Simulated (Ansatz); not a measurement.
The system is SiC (Moissanite 6H).

```
Si C
1.0
     3.09500    0.00000    0.00000
    -1.54750    2.68035    0.00000
     0.00000    0.00000   15.17000
Si C
6 6
Direct
  0.66667 0.33333 0.45830
  0.33333 0.66667 0.95830
  0.66667 0.33333 0.79170
  0.33333 0.66667 0.29170
  0.00000 0.00000 0.62500
  0.00000 0.00000 0.12500
  0.66667 0.33333 0.33330
  0.33333 0.66667 0.83330
  0.66667 0.33333 0.66670
  0.33333 0.66667 0.16670
  0.00000 0.00000 0.50000
  0.00000 0.00000 0.00000
```

| Item | Value |
| --- | --- |
| Program | Ansatz 0.2.0 |
| Task | relaxation of cell and atoms |
| Functional | PBE |
| Dispersion | D4 |
| Potentials or basis | Ansatz PAW |
| Cutoff | 420 eV (not typed: the program's choice for these potentials) |
| k mesh | 10 × 10 × 2 |
| Occupations | fermi-dirac, width 0.05 eV |
| Spin | no spin polarisation |

At the start: volume 10.49 Å³/atom.

**Question.** How do energy, volume and symmetry change on relaxing?

**Answer.** It ends after 8 steps and the volume is 10.30 Å³/atom (-1.8 %); space group P6_3mc (No. 186, to 0.05 Å).

The path:
| step | energy change (eV) | largest force (eV/Å) | volume (Å³) |
| --- | --- | --- | --- |
| 1 | 0.0000 | 0.1416 | 125.85 |
| 2 | -0.0246 | 0.0722 | 124.62 |
| 3 | -0.0324 | 0.0135 | 123.56 |
| 4 | -0.0324 | 0.0067 | 123.60 |
| 5 | -0.0324 | 0.0002 | 123.61 |
| 6 | -0.0286 | 0.0002 | 123.61 |
| 7 | -0.0287 | 0.0000 | 123.58 |
| 8 | -0.0286 | 0.0000 | 123.58 |

Final structure:
```
CELL_PARAMETERS angstrom
3.07521 0.00000 0.00000
-1.53761 2.66321 0.00000
0.00000 0.00000 15.08909
ATOMIC_POSITIONS crystal
Si 0.66667 0.33333 0.45831
Si 0.33333 0.66667 0.95831
Si 0.66667 0.33333 0.79182
Si 0.33333 0.66667 0.29182
Si 0.00000 0.00000 0.62503
Si 0.00000 0.00000 0.12503
C 0.66667 0.33333 0.33332
C 0.33333 0.66667 0.83332
C 0.66667 0.33333 0.66683
C 0.33333 0.66667 0.16683
C 0.00000 0.00000 0.49969
C 0.00000 0.00000 0.99969
```

Caveat: the plane-wave basis is chosen anew once the cell has moved, so the energies of steps on either side of that aren't comparable.
